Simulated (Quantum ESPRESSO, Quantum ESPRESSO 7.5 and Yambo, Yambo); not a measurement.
## Excitons of AgCl (Fm-3m): kernels and approximations

Aim: the absorption spectrum of AgCl (Fm-3m) with electron-hole interaction, and what each part of the kernel does.

Method: PBE and many-body steps on it, plane waves, in Quantum ESPRESSO 7.5 and Yambo 5.3.0.

### 1. The starting structure

Symmetry: Fm-3m, No. 225, cubic system. The conventional cell has a = 5.597 Å, b = 5.597 Å, c = 5.597 Å, α = 90.00°, β = 90.00°, γ = 90.00°. Nearest to Ag lie 6 Cl at 2.80 Å. Cl has 6 Ag at 2.80 Å nearest. Farther neighbours and most contacts between anions are not listed.

As a file:

```cif
data_structure
_symmetry_space_group_name_H-M 'Fm-3m'
_symmetry_Int_Tables_number 225
_cell_length_a 5.5970
_cell_length_b 5.5970
_cell_length_c 5.5970
_cell_angle_alpha 90.000
_cell_angle_beta 90.000
_cell_angle_gamma 90.000
_cell_volume 175.33
loop_
_atom_site_label
_atom_site_type_symbol
_atom_site_symmetry_multiplicity
_atom_site_Wyckoff_symbol
_atom_site_fract_x
_atom_site_fract_y
_atom_site_fract_z
_atom_site_occupancy
Ag1 Ag 4 a 0.00000 0.00000 0.00000 1
Cl1 Cl 4 b 0.50000 0.00000 0.00000 1
```

The lattice is a measured one from papers, the positions are the Materials Project's; both are kept fixed.

### 2. Empty states on the mesh, 6×6×6 mesh, 195 bands

This step: Quantum ESPRESSO 7.5; DFT, PBE, plane waves, norm-conserving pseudopotentials.

The sums over transitions need many empty states on a uniform mesh; this step solves for them.

The input, pw.in:

```
&control
  calculation = 'nscf'
  prefix = 'x'
  outdir = 'o'
  pseudo_dir = 'pseudo'
/
&system
  ibrav = 0
  nat = 2
  ntyp = 2
  ecutwfc = 74.0
  nbnd = 195
  force_symmorphic = .true.
/
&electrons
  conv_thr = 1e-9
  electron_maxstep = 80
  diago_full_acc = .true.
  diago_thr_init = 5e-6
/
ATOMIC_SPECIES
  Ag 107.87 Ag.upf
  Cl 35.45 Cl.upf
CELL_PARAMETERS angstrom
  0.0000000000 2.7985000000 2.7985000000
  2.7985000000 0.0000000000 2.7985000000
  2.7985000000 2.7985000000 0.0000000000
ATOMIC_POSITIONS crystal
  Ag 0.0000000000 0.0000000000 0.0000000000
  Cl 0.5000000000 0.5000000000 0.5000000000
K_POINTS automatic
  6 6 6 0 0 0
```

Started as:

```
$ OMP_NUM_THREADS=1 mpirun -n 4 pw.x -nk 4 -in pw.in > pw.out
```

What it wrote:

```text
Program PWSCF v.7.5 starts

     This program is part of the open-source Quantum ESPRESSO suite
     for quantum simulation of materials; please cite
         "P. Giannozzi et al., J. Phys.:Condens. Matter 21 395502 (2009);
         "P. Giannozzi et al., J. Phys.:Condens. Matter 29 465901 (2017);
         "P. Giannozzi et al., J. Chem. Phys. 152 154105 (2020);
     in publications or presentations arising from this work. More details at

     Atomic positions and unit cell read from directory:
     o/x.save/

     Message from routine setup:
[...]
k = 0.2357 0.2357-0.2357 (  3173 PWs)   bands (ev):

[...]
72.2727  72.8967  72.8967  75.4168  75.4168  75.7797  77.3240  77.3240
     [... 13 further rows ...]
   143.4713 143.8231 143.9056 143.9056 145.3522 145.3522 146.4785 146.8826
   147.7951 147.7951 148.8797

          k =-0.3536-0.3536 0.3536 (  3178 PWs)   bands (ev):

     [... further k-points ...]

     highest occupied, lowest unoccupied level (ev):     7.6822    8.6036

     XML data file, pseudopotentials, collected wavefunctions

=------------------------------------------------------------------------------=
   JOB DONE.
=------------------------------------------------------------------------------=
```

Run time: 42 s. Hardware: 4 MPI ranks of Intel Xeon Platinum 8259CL at 2.50GHz (Skylake/Cascade Lake), shared host; peak memory 0.45 GiB.

Numbers from this step:

```yaml
gap: 0.9214 eV
k_of_the_valence_top: 0, 0, -0.5
k_of_the_conduction_bottom: 0, 0, 0
least_direct_gap: 3.124 eV
k_points_computed: 16
lowest_point_of_the_top_converged_band_above_the_valence_top: 138.4112 eV
```

On this mesh the gap is 0.921 eV.

The density comes from a self-consistent run that is not shown.

### 3. Conversion and set-up

This step: Yambo 5.3.0; conversion and set-up on PBE, plane waves, norm-conserving pseudopotentials.

The states are converted to the many-body program's format and the q mesh is built.

Started as:

```
$ (cd o/x.save; p2y > p2y.log; mv SAVE ../..); yambo > setup.log
```

What it wrote:

```text
 Yambo, version 5.3.0

 [02] CORE Variables Setup
 =========================

  [02.01] Unit cells
  ==================

  Cell kind             :  FCC
  Atoms in the cell     :  Ag  Cl
  number of Ag atoms    :  1
  number of Cl atoms    :  1

  List of atomic masses
  Mass of Ag    :  107.8700
  Mass of Cl    :  35.45000

  List of atomic coordinates    : [cc]
  Ag1       :  0.000000  0.000000  0.000000  order 1
  Cl1       :  5.288399  5.288399  5.288399  order 2

  Alat factors          :  5.288399  5.288399  5.288399 [a.u.]
  Direct lattice volume :  295.8030 [a.u.]
[...]
Q [ 1]         [rlu]:  0.000000  0.000000  0.000000
 Q [ 2]         [rlu]: -0.63400E-17  0.75378E-17  0.16667
 Q [ 3]         [rlu]: -0.12680E-16  0.15076E-16  0.33333
[...]
Q [ 8]         [rlu]:  0.58367E-17  0.16667     -0.33333
 Q [ 9]         [rlu]:  0.12680E-16  0.16667     -0.16667
 Q [10]         [rlu]: -0.58236E-16  0.33333      0.33333
     [... 4 further rows ...]
 Q [15]         [rlu]:  0.166667  0.333333 -0.333333
 Q [16]         [rlu]:  0.166667 -0.500000 -0.333333

  [03.01] X indexes
  =================

   [03.01.01] Sigma indexes
   ========================

 [06] Game Over & Game summary
```

Run time: 4.9 s. Hardware: 1 MPI rank; peak memory 0.25 GiB.

### 4. Screening and self-energy, 6×6×6 mesh, 195 bands, screening to 210.9 eV

Now the one-shot GW correction: screening in the RPA, then the self-energy of the levels asked for.

This step: G0W0 on PBE, plane waves, norm-conserving pseudopotentials.

The input, gw1.in:

```
HF_and_locXC
gw0
dyson
ppa
em1d
rim_cut
RandQpts= 1000000
RandGvec= 1 RL
EXXRLvcs= 74 Ry
VXCRLvcs= 296 Ry
Chimod= "HARTREE"
% BndsRnXp
 1 | 195 |
%
NGsBlkXp= 15.5 Ry
% LongDrXp
 1 | 1 | 1 |
%
% GbndRnge
 1 | 195 |
%
DysSolver= "n"
ExtendOut
PPAPntXp= 27.21138 eV
% QPkrange
 4 | 4 | 12 | 15 |
 1 | 1 | 12 | 15 |
%
```

Started as:

```
$ OMP_NUM_THREADS=1 mpirun -n 4 yambo -F gw1.in -J gw1 -C gw1 > gw1.log
```

What it wrote:

```text
 Yambo, version 5.3.0

 [02] CORE Variables Setup
 =========================

  [... cell, symmetries and grids as in the set-up ...]

  [02.05] Energies & Occupations
  ==============================

  [X] === General ===
  [X] Electronic Temperature                        :  0.000000  0.000000 [eV K]
  [X] Bosonic    Temperature                        :  0.000000  0.000000 [eV K]
  [X] Finite Temperature mode                       : no
  [X] El. density                                   :  0.59315E+24 [cm-3]
[...]
QP @ state[ 1 ] b range                          :  12  15
   QP @ state[ 2 ] K range                          :   4   4
   QP @ state[ 2 ] b range                          :  12  15
   GF energies kind                                 : Perdew, Burke & Ernzerhof(X)+Perdew, Burke & Ernzerhof(C)
   GF WF`s kind                                     : Perdew, Burke & Ernzerhof(X)+Perdew, Burke & Ernzerhof(C)
   Xs energies kind                                 : Perdew, Burke & Ernzerhof(X)+Perdew, Burke & Ernzerhof(C)
   Xs WF`s kind                                     : Perdew, Burke & Ernzerhof(X)+Perdew, Burke & Ernzerhof(C)

 [11] Game Over & Game summary
```

Run time: 41 min. Hardware: 4 MPI ranks; peak memory 2.5 GiB; 2.7 h of CPU time.

Numbers from this step:

| Property | Result |
| --- | --- |
| G0W0 gap on the points computed | 2.222 eV |
| starting gap on the mesh | 0.9214 eV |
| k of the valence top | 0, 0, -0.5 |
| k of the conduction bottom | 0, 0, 0 |
| least direct G0W0 gap on the computed points | 4.660 eV |

The gap on the mesh goes from 0.92 eV to 2.22 eV, a correction of +1.30 eV.

The gap opens by 1.301 eV; the next steps shift the empty bands rigidly by 1.536 eV, the correction at the start's least direct gap.

### 5. Excitons

Optical absorption needs the electron-hole interaction, solved here in a basis of vertical transitions on the mesh.

This step: Bethe-Salpeter equation on PBE with a scissors shift, plane waves, norm-conserving pseudopotentials.

The input, bse3.in:

```
optics
bss
bse
em1s
dipoles
rim_cut
RandQpts= 1000000
RandGvec= 1 RL
Chimod= "HARTREE"
BSKmod= "SEX"
BSEmod= "resonant"
BSSmod= "d"
BSENGexx= 30 Ry
BSENGBlk= 6 Ry
% BSEQptR
 1 | 1 |
%
% BSEBands
 6 | 16 |
%
% BEnRange
 0 | 10 | eV
%
% BDmRange
 0.1 | 0.1 | eV
%
BEnSteps= 101
% BLongDir
 1 | 0 | 0 |
%
% BndsRnXs
 1 | 97 |
%
NGsBlkXs= 6 Ry
% LongDrXs
 1 | 1 | 1 |
%
% KfnQP_E
 1.536 | 1.0 | 1.0 |
%
WRbsWF
```

Started as:

```
$ OMP_NUM_THREADS=1 mpirun -n 4 yambo -F bse3.in -J bse3 -C bse3 > bse3.log
```

What it wrote:

```text
 Yambo, version 5.3.0

 [02] CORE Variables Setup
 =========================

  [... cell, symmetries and grids as in the set-up ...]

  [02.05] Energies & Occupations
  ==============================

  [X] === General ===
  [X] Electronic Temperature                        :  0.000000  0.000000 [eV K]
  [X] Bosonic    Temperature                        :  0.000000  0.000000 [eV K]
  [X] Finite Temperature mode                       : no
  [X] El. density                                   :  0.59315E+24 [cm-3]
  [X] Fermi Level                                   :  7.682204 [eV]

  [X] === Gaps and Widths ===
  [X] Conduction Band Min                           :  0.921388 [eV]
  [X] Valence Band Max                              :  0.000000 [eV]
  [X] Filled Bands                                  :  13
  [X] Empty Bands                                   :   14  195
  [X] Direct Gap                                    :  3.124397 [eV]
  [X] Direct Gap localized at k                     :  1
  [X] Indirect Gap                                  :  0.921388 [eV]
  [X] Indirect Gap between kpts                     :   4   1
  [X] Last valence band width                       :  2.203009 [eV]
  [X] 1st conduction band width                     :  3.887007 [eV]

 [03] Transferred momenta grid and indexing
 ==========================================

 [BZ sampling] Q-grid is User defined and/or read from the database

 IBZ Q-points                                      :  16
 BZ  Q-points                                      :  216

 K/Q-points units:
 rlu = crystal or reduced units; cc = cartesian coordinates; iku = interal k-units

 Q [ 1]         [rlu]:  0.000000  0.000000  0.000000
 Q [ 2]         [rlu]: -0.63400E-17  0.75378E-17  0.16667
 Q [ 3]         [rlu]: -0.12680E-16  0.15076E-16  0.33333
 Q [ 4]         [rlu]:  0.61348E-16  0.61348E-16 -0.50000
 Q [ 5]         [rlu]: -0.29118E-16  0.16667      0.16667
 Q [ 6]         [rlu]: -0.22415E-16  0.16667      0.33333
 Q [ 7]         [rlu]:  0.18924E-17  0.16667      0.50000
 Q [ 8]         [rlu]:  0.58367E-17  0.16667     -0.33333
 Q [ 9]         [rlu]:  0.12680E-16  0.16667     -0.16667
 Q [10]         [rlu]: -0.58236E-16  0.33333      0.33333
     [... 4 further rows ...]
 Q [15]         [rlu]:  0.166667  0.333333 -0.333333
 Q [16]         [rlu]:  0.166667 -0.500000 -0.333333

  [03.01] X + BSE indexes
  =======================

   [03.01.01] Sigma indexes
   ========================

 [04] Coloumb potential Random Integration (RIM)
 ===============================================

  [04.01] RIM initialization
  ==========================

  * Diagonal components only detected *

  8 x (sBL volume)        :  0.031058 [a.u.]
  sBZ random points       :  1000000
  Points outside the sBZ  :   7996195
  RL volume               :  0.838566 [a.u.]
  Integrated volume       :  0.838965 [a.u.]

  [04.02] RIM integrals
  =====================

  Gamma point sphere radius             :  0.057018 [a.u.]
  Points outside the sphere             :   799659
  [Int_sBZ(q=0) 1/q^2]*(Vol_sBZ)^(-1/3) =:  7.764404
                                 should be <:  7.795600

  Summary of Coulomb integrals for non-metallic bands |Q|[au] RIM/Bare

  Q [1] 0.100000E-4 0.995998 * Q [2] 0.171489 1.064860
  Q [5] 0.198018 1.063731 * Q [9] 0.280040 1.026772
  Q [6] 0.328376 1.019350 * Q [3] 0.342977 1.016823
  Q [10] 0.396036 1.013697 * Q [8] 0.431570 1.011292
  Q [14] 0.442781 1.010661 * Q [7] 0.485043 1.008748
  Q [11] 0.514466 1.008022 * Q [4] 0.514466 1.007966
  Q [12] 0.560079 1.006949 * Q [15] 0.585745 1.006448
  Q [13] 0.594054 1.006039 * Q [16] 0.626188 1.005437

 [WARNING] [Xs] User bands 1-97 break level degeneracy

 [WARNING] [BS] User bands 6-16 break level degeneracy

 [05] External/Internal QP corrections
 =====================================

 [QP_apply] Action to be applied: USER defined scissor

  [05.01]  QP corrections report
  ==============================

  [K+QP] === General ===
[...]
[K+QP] Filled Bands                               :  13
  [K+QP] Empty Bands                                :   14  195
  [K+QP] Direct Gap                                 :  4.660397 [eV]
  [K+QP] Direct Gap localized at k                  :  1
  [K+QP] Indirect Gap                               :  2.457388 [eV]
  [K+QP] Indirect Gap between kpts                  :   4   1
  [K+QP] Last valence band width                    :  2.203009 [eV]
  [K+QP] 1st conduction band width                  :  3.887007 [eV]

  [coarse-grid] Minimum Bare Gap        [ev]:  0.921388
  [coarse-grid] Minimum Gap Correction  [ev]:  1.536000

  Eqp @ K [ 1]
  -89.66804 -53.19425 -53.19425 -53.19425 -14.96378  -2.33414  -2.33414  -2.33414
   -2.29410  -2.29410  -2.20301  -2.20301  -2.20301   2.45739  12.25452  12.25452
   12.25452  14.00150  14.71294  14.71294  14.71294  14.97514  14.97514  20.94960
   26.32031  26.32031  26.32031  27.04382  27.04382  27.04382  29.34916  29.34916
  Eqp @ K [ 2]
  -89.66821 -53.19491 -53.19439 -53.19439 -14.86784  -3.33661  -3.15413  -3.15413
   -2.24955  -2.24955  -2.01625  -1.23133  -1.23133   3.56898  10.39530  11.56735
[...]
Eqp @ K [ 3]
[...]
Eqp @ K [ 4]
[...]
Eqp @ K [ 5]
[...]
Eqp @ K [ 6]
[...]
Eqp @ K [ 7]
[...]
Eqp @ K [ 8]
[...]
Eqp @ K [ 9]
[...]
22.62066  23.88274  24.34302  25.39688  26.18289  29.15496  29.23665  29.49138
     [... 13 further rows ...]
   10.39431  14.01269  15.56859  16.19915  17.39237  19.70046  21.96132  22.03699
   22.13688  22.73934  25.00986  25.70217  26.18223  28.50731  29.28369  29.88113

 [06] Dipoles
 ============

  [06.01] Setup: observables and procedures
  =========================================

  [WARNING] [r,Vnl^pseudo] included in position and velocity dipoles.

  [WARNING] In case H contains other non local terms, these are neglected

 [07] Static Dielectric Matrix
 =============================

 [WR./bse3//ndb.em1s]------------------------------------------------------------
  Brillouin Zone Q/K grids (IBZ/BZ)                :   16  216   16  216
  RL vectors                                       :   4015 [WF]
  Coulomb cutoff potential                         : none
  Electronic Temperature                           :  0.000000 [K]
  Bosonic    Temperature                           :  0.000000 [K]
  Static diel. fun.  energies                      : Perdew, Burke & Ernzerhof(X)+Perdew, Burke & Ernzerhof(C)
  wavefunctions                                    : Perdew, Burke & Ernzerhof(X)+Perdew, Burke & Ernzerhof(C)
  Global Gauge                                     : length
  X matrix size                                    :   89
  X band range                                     :    1   97
  X e/h energy range                               : -1.000000 -1.000000 [eV]
  X Time ordering                                  : T
  X Hxc Kernel                                     : HARTREE
  X Drude frequency                                :  0.000000  0.000000
  X poles                                          :  100.0000 [o/o]
  RL vectors in the sum                            :   4015
  [r,Vnl] included                                 : yes
  Field direction                                  :  0.577350E-5  0.577350E-5  0.577350E-5
  BZ energy Double Grid                            : no
  BZ energy DbGd points                            : 0
  BZ Q point size factor                           : -1.000000
  X Optical Averaged directions                    : none

 [08] Bethe Salpeter Equation driver
 ===================================

  [08.01] Bethe Salpeter Equation @q1
  ===================================

   [08.01.01] Transition pre-analysis @q1
   ======================================

   [08.01.02] Transition Groups build-up @q1
   =========================================

   [BSK] Transition groups (total):   32
   [BSK] Size (resonant):   5184
   [BSK]         (total):   5184
   [BSK] N. of matrices :  1

   [08.01.03] Loading Dipoles @q1
   ==============================

   [08.01.04] Independent Particles properties @q1
   ===============================================

   ==========================================================

   [BSE] Exchange components :   893
   [BSE] Correlation components :    89   459

    [08.01.05.01] Screened interaction header I/O
    =============================================

    [08.01.05.02] Main kernel loop
    ==============================

    [08.01.05.03] Wave-Function Phases
    ==================================

    [BSE] WF phases found       :  66.52462 [o/o]

   [08.01.06] BSE solver(s) @q1
   ============================

   [08.01.07] Diago Solver @q1
   ===========================

 [11] Game Over & Game summary
```

It took 23 min on 4 MPI ranks; peak memory 3 GiB.

This step gave:

* transitions in the window: 5184
* direct gap of the transition levels: 4.660 eV
* lowest state: 4.184 eV
* first strong exciton (over a fiftieth of the strongest listed): 4.260 eV
* binding of the lowest state below the direct gap: 0.4764 eV
* Coulomb term of one mesh cell: 0.3965 eV

The binding is 1.2 times the screened Coulomb term of one mesh cell (0.40 eV), so it is not shown settled.

The lowest state lies at 4.184 eV, 0.476 eV under the direct gap.

Lines within 3 meV are set at the lowest of them, and the highest group, which the list may cut short, is left out. Exciton lines, with heights relative to the strongest:

```
position (eV)  lines merged  strength, relative
        4.184             2                 0.0
        4.260             3                 100
        4.399             3                 0.0
        4.424             3                  41
        4.455             3                 0.0
        4.459             3                 0.0
        4.463             2                 0.0
        4.489             3                 0.0
```

The ε₂ has structure finer than the step of the table below, so its rows give means over 0.25 eV, whole bins alone (the curve runs from 0 to 10 eV). Peaks (eV: height): BSE 4.300: 9.61, 4.800: 5.06, 5.200: 6.88, 5.700: 12.2, 7.100: 3.67, 8.200: 3.93, 9.300: 3.88; no electron-hole interaction 4.800: 5.30, 5.200: 3.60, 6.400: 8.76, 6.700: 7.61, 7.500: 4.85, 8.700: 5.31, 9.200: 5.03.

Field along x; broadening 0.1 eV; transition window only. Limits: finite bands, cutoff and mesh; d shell near the gap, gap tends to lie low; no spin-orbit coupling; exciton not shown settled in the k mesh. Table of ε₂ by photon energy; means over each step:

```
photon energy (eV)     BSE  no electron-hole interaction
              0.25  0.0274                        0.0193
              0.50  0.0302                        0.0209
              0.75  0.0334                        0.0228
              1.00  0.0374                        0.0249
              1.25  0.0421                        0.0274
              1.50  0.0478                        0.0302
              1.75  0.0550                        0.0337
              2.00  0.0641                        0.0378
              2.25  0.0760                        0.0429
              2.50  0.0922                        0.0492
              2.75   0.115                        0.0572
              3.00   0.150                        0.0679
              3.25   0.208                        0.0827
              3.50   0.320                         0.104
              3.75   0.604                         0.139
              4.00    2.06                         0.205
              4.25    7.55                         0.372
              4.50    4.81                          1.24
              4.75    3.89                          3.85
              5.00    4.21                          2.41
              5.25    5.55                          2.89
              5.50    7.95                          3.00
              5.75    9.46                          3.52
              6.00    5.59                          4.94
              6.25    4.51                          7.83
              6.50    3.31                          7.16
              6.75    2.16                          6.34
              7.00    3.32                          2.99
              7.25    3.09                          2.91
              7.50    3.38                          4.21
              7.75    3.00                          3.13
              8.00    2.51                          3.18
              8.25    3.39                          2.70
              8.50    3.24                          3.19
              8.75    2.96                          4.37
              9.00    2.07                          4.03
              9.25    3.14                          3.93
              9.50    3.04                          2.56
              9.75    2.76                          3.46
```

The program warns that the window of bands cuts a degenerate level, which breaks the symmetry of states and spectrum.

(Continued in part 2 of 3.)

[Paths, hosts, dates, memory and timing lines, banners, echoed tables and standing remarks are left out of the program output.]

[Logs are printed without paths, hosts, clocks, repeated set-up lines and the standing remarks that a program may print on its own settings, such as how far it seeks lower states.]

[Runs of the session that timed out or met a known fault of the program may be left out.]

[Hosts, paths, dates, database ids (printed as entryN), source tags and the programs' standing remarks are cut or masked in the printed files.]
